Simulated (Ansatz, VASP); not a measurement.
## One calculation of SrTe7, two programs

```
Sr Te
1.0
     3.33903    1.92779    8.37265
    -3.33903    1.92779    8.37265
     0.00000   -3.85558    8.37265
Sr Te
1 7
Direct
  0.00000 0.00000 0.00000
  0.93384 0.44262 0.44262
  0.44262 0.93384 0.44262
  0.44262 0.44262 0.93384
  0.06616 0.55738 0.55738
  0.55738 0.06616 0.55738
  0.55738 0.55738 0.06616
  0.50000 0.50000 0.50000
```

Alike in both runs: functional PBE; k mesh 3 × 3 × 3; occupations gaussian, width 0.1 eV; no spin polarisation.

Ansatz relaxed the structure, and its values are those at the end. VASP's run is a single point on that final structure, the one shown.

```csv
,VASP,Ansatz
version,VASP 6.6.1,Ansatz 0.2.0
potentials or method,"VASP PAW PBE potentials, release 64 (Sr_sv, Te)","scalar-relativistic, plane waves, PAW"
plane-wave cutoff (eV),520,420
valence electrons in the cell,52,122
```

|  | VASP | Ansatz | Ansatz less VASP |
| --- | --- | --- | --- |
| gap on the k mesh at the Fermi level (eV) | none | none | - |
| pressure (GPa) | 0.0 | 0.0 | 0.00 |
| rms of the force components (eV/Å) | 0.019 | 0.018 | -0.0009 |

A gap of «none» marks a metal or a gap that the smearing closes. With one functional, cell and mesh, what is left measures potentials, basis and numerics. The two sets of potentials don't hold the same shells in valence.

Caveats: the k mesh is coarse (spacing up to 0.37 Å⁻¹), so the values aren't converged. The runs have no spin-orbit coupling, so splittings on Te are missing.
